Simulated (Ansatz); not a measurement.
BeS (honeycomb bilayer), computed twice by G0W0.

The cell holds 4 atoms: 2 Be and 2 S. Its edges and angles: a = 3.425 Å, b = 3.425 Å, c = 30.200 Å, α = 90.0°, β = 90.0°, γ = 120.0°. Regions: layer 1 (BeS-hc), 2 atoms (1 Be and 1 S); layer 2 (BeS-hc), 2 atoms (1 Be and 1 S). Vacuum lies along c.

```xyz
4
Lattice="3.4246 0.0000 0.0000 -1.7123 2.9658 0.0000 0.0000 0.0000 30.2000" Properties=species:S:1:pos:R:3
Be    0.0000    1.9772   13.3650
S     1.7123    0.9886   13.3507
Be    0.0000    1.9772   16.8350
S     0.0000    0.0000   16.8493
```

The structure was relaxed with PBEsol-D3(BJ). The runs that relaxed it are not among those shown. PAW set soft_2, made with PBE.

The first (Ansatz 0.2.0; start PBEsol, 6×6×1 mesh, 452 empty bands, screening to 75 eV; 4 threads of Arm Neoverse V1, shared host) gave, on its mesh: starting gap 3.68 eV, G0W0 gap 5.81 eV, mean of 1 + 4πα/V (set by the cell height) 1.63, 94 s.

The second changes empty bands from 452 to 182 and screening cutoff (eV) from 75.0 to 41. What does it give?

It gave: starting gap 3.68 eV, G0W0 gap 5.71 eV, mean of 1 + 4πα/V (set by the cell height) 1.64, 22 s. The G0W0 gap moves by −0.10 eV, −0.0001 eV from the start and −0.10 eV from the correction. Σc changes by +0.24 eV at the valence top and +0.14 eV at the conduction bottom, and Σx − Vxc between them by +0.00 eV.

Limits: not at the basis limit; coarse mesh for a sheet.

[Paths, hosts, dates, memory and timing lines, banners, echoed tables and standing remarks are left out of the program output.]

[Logs are printed without paths, hosts, clocks, repeated set-up lines and the standing remarks that a program may print on its own settings, such as how far it seeks lower states.]

[Runs of the session that timed out or met a known fault of the program may be left out.]

[Cells called generated may have been cut or substituted from an entry of the Crystallography Open Database or the Materials Project.]

[Hosts, paths, dates, database ids (printed as entryN), source tags and the programs' standing remarks are cut or masked in the printed files.]
